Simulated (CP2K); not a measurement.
The system is As.

```
CELL_PARAMETERS angstrom
4.13100 0.00000 0.00000
2.41839 3.34911 0.00000
2.41839 1.23667 3.11243
ATOMIC_POSITIONS crystal
As 0.22600 0.22600 0.22600
As 0.77400 0.77400 0.77400
```

Base run:

* Program: CP2K 2026.2
* Functional: PBE
* Potentials or basis: POTENTIAL_UZH As GTH-PBE-q5; TZVP-MOLOPT-PBE-GTH basis
* Density cutoff: 9184 eV
* k mesh: 9 × 9 × 9
* Occupations: fermi-dirac, width 0.05 eV
* Spin: no spin polarisation

Its results: band gap on the k mesh none (metal or under the smearing width); pressure 4.4 GPa; largest force 0.524 eV/Å.

Task: After a change of settings the same cell gave: band gap on the k mesh none (metal or under the smearing width); pressure 2.6 GPa; largest force 0.675 eV/Å. Which change was it?
A. functional from PBE to LDA
B. functional from PBE to M06-L
C. functional from PBE to rev-vdW-DF2
D. functional from PBE to OLYP

Result: A.

LDA binds more tightly than PBE, so the same cell stands under less pressure.

Caveats: the basis of atomic orbitals isn't converged, which shifts pressures, moduli and gaps; the potentials were made for another functional, which shifts forces and pressure (some runs).
